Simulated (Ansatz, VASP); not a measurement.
# One calculation of Fe, two programs

INCAR

```
SYSTEM = Fe
PREC = Accurate ; ENCUT = 520
EDIFF = 1E-6 ; ISMEAR = 0
SIGMA = 0.05 ; LREAL = .False.
LASPH = .True. ; NELM = 150
ALGO = Normal ; ISIF = 2
LWAVE = .False. ; LCHARG = .False.
ISPIN = 2 ; MAGMOM = 2.41
LORBIT = 11 ; LMAXMIX = 4
GGA = PE ; NBANDS = 14
```

File KPOINTS:

```
regular mesh
0
Gamma
  22 22 22
  0 0 0
```

POSCAR

```
Fe
1.0
   -1.4155932729      1.4155932729      1.4155932729
    1.4155932729     -1.4155932729      1.4155932729
    1.4155932729      1.4155932729     -1.4155932729
Fe
1
Direct
    0.0000000000      0.0000000000      0.0000000000
```

Input for Ansatz:

```yaml
crystal:
  lattice:
    - [-1.4155932729, 1.4155932729, 1.4155932729]
    - [1.4155932729, -1.4155932729, 1.4155932729]
    - [1.4155932729, 1.4155932729, -1.4155932729]
  atoms:
    - { symbol: Fe, position: [0.0, 0.0, 0.0], spin: 2.41 }
basis:
  ecutwfc: 420
  ecutrho_ratio: 4
kpoints:
  mp_grid: { grid: [22, 22, 22] }
hamiltonian:
  xc: pbe
scf:
  occupations: { method: gaussian, width: 0.05 }
output:
  forces: true
  stress: true
  eigenvalues: true
  populations: true
magnetization:
  spin_polarized: true
```

Alike in both runs: task single point; functional PBE; k mesh 22 × 22 × 22; occupations gaussian, width 0.05 eV; collinear spin.

|  | VASP | Ansatz |
| --- | --- | --- |
| version | VASP 6.6.1 | Ansatz 0.2.0 |
| potentials or method | VASP PAW PBE potentials, release 64 (Fe) | scalar-relativistic, plane waves, PAW |
| plane-wave cutoff (eV) | 520 | 420 |
| valence electrons in the cell | 8 | 16 |

VASP gave:

* gap on the k mesh at the Fermi level (eV): none
* pressure (GPa): -0.6
* net moment per atom (μB): 2.18
* size of the moment on the site where the two differ most (μB): 2.17

Task: Which values does Ansatz return?

Result: gap on the k mesh at the Fermi level (eV): none; pressure (GPa): -0.1; net moment per atom (μB): 2.16; size of the moment on the site where the two differ most (μB): 2.20.

Site moments also hang on the region over which each program counts them. A gap of «none» marks a metal or a gap that the smearing closes. The functional is the same, so the differences come from potentials, cutoffs and numerics. The two sets of potentials don't hold the same shells in valence.
